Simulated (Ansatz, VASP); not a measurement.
# Na2S in VASP and in Ansatz

Contents of INCAR:

```
PREC = Accurate ; ENCUT = 600
EDIFF = 1E-7 ; ISMEAR = 0
SIGMA = 0.02 ; LREAL = False
LASPH = True ; NELM = 100
ALGO = Normal ; ISIF = 3
LWAVE = False ; LCHARG = False
GGA = PE ; IVDW = 12
IBRION = 2 ; NSW = 70
EDIFFG = -0.02
```

Contents of KPOINTS:

```
regular mesh
0
Gamma
  6 6 6
```

The input POSCAR:

```
Na2S
1.0
    0.0000000000      3.2491545700      3.2491545700
    3.2491545700      0.0000000000      3.2491545700
    3.2491545700      3.2491545700      0.0000000000
Na S
2 1
Direct
    0.2500000000      0.2500000000      0.2500000000
    0.7500000000      0.7500000000      0.7500000000
    0.0000000000      0.0000000000      0.0000000000
```

Input for Ansatz:

```yaml
crystal:
  lattice:
    - [0.0, 3.249155, 3.249155]
    - [3.249155, 0.0, 3.249155]
    - [3.249155, 3.249155, 0.0]
  atoms:
    - { symbol: Na, position: [0.25, 0.25, 0.25] }
    - { symbol: Na, position: [0.75, 0.75, 0.75] }
    - { symbol: S, position: [0.0, 0.0, 0.0] }
basis:
  ecutwfc: 420
kpoints:
  mp_grid: { grid: [6, 6, 6] }
hamiltonian:
  xc: pbe
  dispersion: d3bj
scf:
  occupations: { method: gaussian, width: 0.02 }
output:
  forces: true
  stress: true
  eigenvalues: true
relax:
  adjacent_minimum: "off"
  f_tol: 0.02
  max_steps: 50
  cell: { stress_tol: 0.1 }
```

The cell comes from a database or a generator and needn't be the stable form of this composition.

Alike in both runs: task relaxation of cell and atoms; functional PBE; dispersion D3(BJ); k mesh 6 × 6 × 6; occupations gaussian, width 0.02 eV; no spin polarisation.

|  | VASP | Ansatz |
| --- | --- | --- |
| version | VASP 6.6.1 | Ansatz 0.2.0 |
| potentials or method | VASP PAW PBE potentials, release 64 (Na_pv, S) | scalar-relativistic, plane waves, PAW |
| plane-wave cutoff (eV) | 600 | 420 |
| valence electrons in the cell | 20 | 24 |

```tsv
	VASP	Ansatz	Ansatz less VASP
gap on the k mesh at the Fermi level, each at its own relaxed structure (eV)	2.64	2.65	+0.009
relaxed volume (Å³/atom)	22.30	22.25	-0.042
relaxed cell length with the largest relative difference (Å)	4.556	4.554	-0.0029
energy change over the relaxation (meV/atom)	-1	-2	-0.1
```

The two sets of potentials don't hold the same shells in valence.
